**Q:** Suppose an iridium film is forced to match a substrate with a slightly wider lattice. How hard does the metal resist?

**A:** Remember two sizes for a perfect crystal: a strain of 1 % in the plane costs about 6 GPa of stress and about 6 meV per atom. The film is held along two directions, while its surface is free to move in or out. A real film may yield by forming defects long before it reaches the larger stresses discussed here.

Iridium in a two-atom cell (fcc with cubic edge 3.871 Å when unstrained), strained equally along a and b, with c relaxed in the strained cells. Ansatz 0.2.0, plane-wave PAW, scalar-relativistic PBE, no spin polarisation; cutoff 420 eV, k mesh 18×18×14, Gaussian smearing of 0.1 eV. Energies are extrapolated to zero smearing; stress is positive in compression.

```
strain (%)  energy change (meV/atom)  volume change (%)  c over a  stress xx (GPa)  stress zz (GPa)
        -3                      56.9              -3.62     1.493            22.24            -0.01
        -2                      24.3              -2.43     1.466            14.08            -0.01
        -1                       5.8              -1.22     1.440             6.68             0.00
         0                       0.0               0.00     1.414            -0.05             0.05
         1                       5.8               1.24     1.390            -6.13            -0.01
         2                         ?                  ?         ?                ?                ?
         3                         ?                  ?         ?                ?                ?
```

**Q:** How do I read the columns?

**A:** "Strain" is the imposed change of both in-plane lengths, positive for stretching. "Stress xx" acts in the plane and "stress zz" along the height; both are positive in compression, so a stretched film has a negative stress xx. "C over a" is the height of the two-atom cell divided by its in-plane edge. It is √2, or 1.414, for fcc and would be 1 for bcc. Only the unstrained row is therefore fcc; the strained cells are tetragonal. The relaxation keeps their symmetry, so their stability against distortions that break it is untested.

**Q:** Why does the height change at all, if nobody pushes on it?

**A:** Each atom rests in a hollow formed by four atoms of the layer below. When the plane is stretched the hollow widens, and the atom sinks into it. These bonds run at 45° in the cubic crystal, so keeping their length fixed would need a 1 % loss of height for a 1 % stretch. The calculation gives about 0.75 %: the bonds between layers lengthen a little, and the volume still grows.

**Q:** Can't I just multiply the stress at 1 % by three to get the stress at 3 %?

**A:** Try that on the compressed side, where we know the answer. The average stiffness between −1 and +1 % is 6.4 GPa per percent, which would give 19.2 GPa at −3 %. The computed stress is 22.2 GPa, about 16 % more. The crystal stiffens as it is squeezed, and the step from 0 to +1 % shows that it has begun to soften on stretching.

**Q:** Why do squeezing and stretching differ?

**A:** The standard argument is that repulsion between atoms changes faster with distance than attraction does. Squeezing brings in the steep repulsion, while stretching leaves the gentler attraction in charge. The table shows the softening; that this is its cause is argued from theory.

**Q:** How do you turn that into a number?

**A:** I write the stress as the difference of two exponentials, with the repulsive one dying away twice as fast. This Morse-type curve, plus a small constant, was fitted to stress xx in the five known rows. The constant takes up a leftover stress of about −0.05 GPa in the unstrained cell. Cubic symmetry should make it equal to the stress along the height, which is +0.05 GPa instead. The k mesh, which samples the two directions differently, is the likely but untested cause.

For a stretch of 3 %, the fitted decay constant of 3.333 times 0.03 gives 0.100. The difference exp(−0.200) − exp(−0.100) is −0.0861. Multiplied by the fitted strength of 191.8 GPa, and with the constant added, this gives about −16.6 GPa.

**Q:** So what do you commit to?

**A:** For stress xx, −11.6 ± 0.3 GPa at +2 % and −16.6 ± 0.6 GPa at +3 %, with each step smaller than the last. The ranges are my judgement, guided by how far a plain parabola through the same stresses departs from the Morse curve. They widen quickly because only one known row lies on the stretched side.

The energy is the work done by the two equal in-plane stresses, so it needs no further energy fit. I expect 21.9 ± 0.5 and 47.6 ± 1.2 meV/atom, both below the values at equal compression.

For the volume I simply extend a smooth curve through the known rows, to +2.49 ± 0.05 % and +3.77 ± 0.10 %. This step has less physics in it than the stress model.

Geometry then gives c over a as 1.366 ± 0.001 and 1.343 ± 0.002, still far from bcc. Stress zz should be zero within 0.05 GPa, because the height is relaxed until that stress vanishes.

**Q:** Then let's see the calculation.

The withheld rows as computed:

```
strain (%)  energy change (meV/atom)  volume change (%)  c over a  stress xx (GPa)  stress zz (GPa)
         2                      22.0               2.45     1.365           -11.52             0.00
         3                      47.4               3.64     1.341           -16.24             0.01
```

**Q:** How did you do?

**A:** Both stresses and both energies fall within their ranges. At +3 % the stress is −16.2 GPa, where constant stiffness would have given −19.2 GPa. Ignoring the softening would therefore have overstated the pull by about 18 % of its computed value. Stress zz can be read from the table, but it tests the relaxation rather than my model.

**Q:** And the energy?

**A:** Stretching by 3 % costs 47.4 meV/atom, while squeezing by 3 % costs 56.9. At ±1 % the two energies looked equal. From the work of the stresses they should differ by only about 0.2 meV/atom, and the table's energies are extrapolated to zero smearing, which happens to cancel that small difference. The asymmetry was already visible in the stresses, which is why I built the forecast on them.

**Q:** Where were you wrong?

**A:** The volume at +3 % is outside my range: it grows by 3.64 %, not 3.77 ± 0.10 %. Up to +1 %, the height had changed by a little less with each step towards stretching. Beyond that the trend reversed, and the film thinned slightly more than my smooth curve allowed. The same error puts c over a at the very edge of its range.

**Q:** Did the stress model show a weakness too?

**A:** Yes, a milder one. At +3 % it overstates the pull by 0.3 GPa, and the plain parabola comes closer. The Morse curve expects the softening to slow down as the stretch grows, but the computed stress steps keep shrinking at a nearly steady rate. A good fit to the five known rows did not prove that its shape was right further out.

**Q:** Do you know why it softens more than you expected?

**A:** I can only offer a guess. Stretching the plane while the height shrinks leads from fcc towards bcc, along what is called the Bain path. At bcc, symmetry makes the in-plane stress equal to the stress along the height, which is kept at zero here, so the pull must have vanished by then. If the volume stayed the same, bcc would be reached at a stretch of about 12 %, whereas the fitted Morse curve pulls ever harder up to about 21 %. Somewhere on the way the crystal has to soften more than that curve does. These rows cannot tell whether that is already felt at 3 %; the printed analysis after this exchange shows how far each model missed.

Output of the analysis:

```
fit of stress_xx_curve on 5 rows: coefficient of exp(-2*s*eps) - exp(-s*eps) 191.8 +/- 0.054, constant -0.04783 +/- 0.0035, s 3.333; rms 0.00399, worst -1 -0.00781, leave-one-out rms 0.00794
  rows outside the fit (model, value, miss): 2 -11.62, -11.52, -0.0974; 3 -16.56, -16.24, -0.32
fit of stress_xx_curve on 5 rows: coefficient of strain_series -6.397 +/- 0.016, coefficient of strain_series**2 0.345 +/- 0.0068, constant -0.068 +/- 0.015; rms 0.016, worst -2 0.026, leave-one-out rms 0.0653
  rows outside the fit (model, value, miss): 2 -11.48, -11.52, 0.038; 3 -16.15, -16.24, 0.086
fit of volume_change_curve on 5 rows: coefficient of strain_series 1.231 +/- 0.0011, coefficient of strain_series**2 0.008077 +/- 0.00042; rms 0.00136, worst -1 -0.00277, leave-one-out rms 0.00229
  rows outside the fit (model, value, miss): 2 2.494, 2.45, 0.044; 3 3.765, 3.64, 0.125
Energy in meV/atom and c/a from the model:
  row  E model  E computed   E miss  E bar  c/a model    c/a miss  c/a bar
   -3    57.06        56.9    0.163      0      1.493   0.0004387        0
   -2     24.5        24.3   0.1951      0      1.466   7.374e-05        0
   -1    5.886         5.8  0.08585      0       1.44   -0.000319        0
    0        0           0        0      0      1.414   0.0002136        0
    1    5.691         5.8  -0.1089      0       1.39  -0.0003725        0
    2     21.9          22  -0.1045    0.5      1.366   0.0008812    0.001
    3    47.63        47.4   0.2272    1.2      1.343    0.001936    0.002
Error bars of stress xx at +2 and +3 % in GPa: 0.3, 0.6
Error bars of volume change at +2 and +3 % in percentage points: 0.05, 0.1
Mean stiffness between -1 and +1 % in GPa per % strain: 6.405
Constant-stiffness stress xx at +2 and +3 % in GPa: -12.81, -19.21
Constant-stiffness energy at +2 and +3 % in meV/atom: 23.2, 52.2
Fall of stress xx in each 1 % step from -3 to +3 % in GPa: 8.16, 7.4, 6.73, 6.08, 5.39, 4.72
Change of the height c from -3 to +3 % strain in %: -3 2.434, -2 1.593, -1 0.7856, 0 0, 1 -0.7548, 2 -1.528, 3 -2.309
```
